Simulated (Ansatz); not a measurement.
We consider rutile GeO2, described by HSE06+SOC (Ansatz, a first-principles code, PAW).

Run with plane-wave cutoff 460 eV, 6×6×8 k mesh (along the axes of the cell as run), Fermi–Dirac smearing 0.01 eV, PAW data made under PBE.

Cell (measured lattice):

```cif
data_Ge2O4
_chemical_formula_sum 'Ge2 O4'
_space_group_name_H-M_alt 'P42/mnm'
_space_group_IT_number 136
_space_group_name_Hall '-P 4n 2n'
_cell_length_a 4.39700
_cell_length_b 4.39700
_cell_length_c 2.86300
_cell_angle_alpha 90.000
_cell_angle_beta 90.000
_cell_angle_gamma 90.000
loop_
_atom_site_label
_atom_site_type_symbol
_atom_site_symmetry_multiplicity
_atom_site_Wyckoff_symbol
_atom_site_fract_x
_atom_site_fract_y
_atom_site_fract_z
_atom_site_occupancy
Ge1 Ge 2 a 0.00000 0.00000 0.00000 1
O1 O 4 f 0.30562 0.30562 0.00000 1
```

**Question.** Give the computed band gap.

**Answer.** 
* **band gap**: 3.86 eV (on the SCF k mesh) (direct)

Measured, for comparison: band gap 4.68 eV (temperature not stated, no zero-point or thermal correction, direct (forbidden), UV absorption; as tabulated in Mengle et al. (2019), arXiv:1905.10301). Computed (rounded) less measured: band gap -0.82 eV.

Note: cell and atoms aren't relaxed at this level (largest force component 0.06 eV/Å, pressure 0.9 GPa).
